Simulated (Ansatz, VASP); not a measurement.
**One calculation of V, two programs**

The input INCAR:

```
PREC = Accurate ; ENCUT = 520
EDIFF = 1E-6 ; ISMEAR = -1
SIGMA = 0.05 ; LREAL = F
LASPH = T ; NELM = 60
ALGO = Normal ; ISIF = 2
LWAVE = F ; LCHARG = F
GGA = PE ; NBANDS = 12
```

KPOINTS

```
regular mesh
0
Gamma
  17 17 15
```

File POSCAR:

```
V
1.0
    2.2516521979      0.0000000000      0.0000000000
   -1.1258260990      1.9499880039      0.0000000000
    0.0000000000      0.0000000000      2.1021102901
V
1
Direct
    0.0000000000      0.0000000000      0.0000000000
```

Input for Ansatz:

```yaml
crystal:
  lattice:
    - [2.2516521979, 0.0, 0.0]
    - [-1.125826099, 1.9499880039, 0.0]
    - [0.0, 0.0, 2.1021102901]
  atoms:
    - { symbol: V, position: [0.0, 0.0, 0.0] }
kpoints:
  mp_grid: { grid: [17, 17, 15] }
  band_path:
    path:
      - [0.0, 0.0, 0.0]
      - [0.5, 0.0, 0.0]
      - [0.3333333333, 0.3333333333, 0.0]
      - [0.0, 0.0, 0.0]
      - [0.0, 0.0, 0.5]
      - [0.5, 0.0, 0.5]
      - [0.3333333333, 0.3333333333, 0.5]
      - [0.0, 0.0, 0.5]
      - [0.5, 0.0, 0.5]
    npoints: 8
scf:
  occupations: { method: fermi_dirac, width: 0.05 }
hamiltonian:
  xc: pbe
  pseudopotentials: { kind: all_electron, lapw: { basis_error: 0.001 } }
output:
  forces: true
  stress: true
  eigenvalues: true
  populations: true
  dos: { projected: true, de: 0.2, e_range: [-14, 8] }
```

Change from the starting cell: volume scaled by 0.65, LAPW.

Alike in both runs: task single point; functional PBE; k mesh 17 × 17 × 15; occupations fermi-dirac, width 0.05 eV; no spin polarisation.

```csv
,VASP,Ansatz
version,VASP 6.6.1,Ansatz 0.2.0
potentials or method,"VASP PAW PBE potentials, release 64 (V_sv)","all-electron LAPW, scalar-relativistic"
plane-wave cutoff (eV),520,see its input
```

VASP gave:

```
pressure (GPa)                                  : 152.8
largest component of the traceless stress (GPa) : 1.68
```

What did Ansatz give for the same quantities?

Pressure (GPa): 148.9; largest component of the traceless stress (GPa): 0.20.

Ansatz ran all-electron here, so the differences hold the error of VASP's frozen core and of both bases.

Caveats: the cell as given lies far from equilibrium; so large a pressure means that the cell lies far from this level's equilibrium, or that cutoff or potentials fall short (VASP).
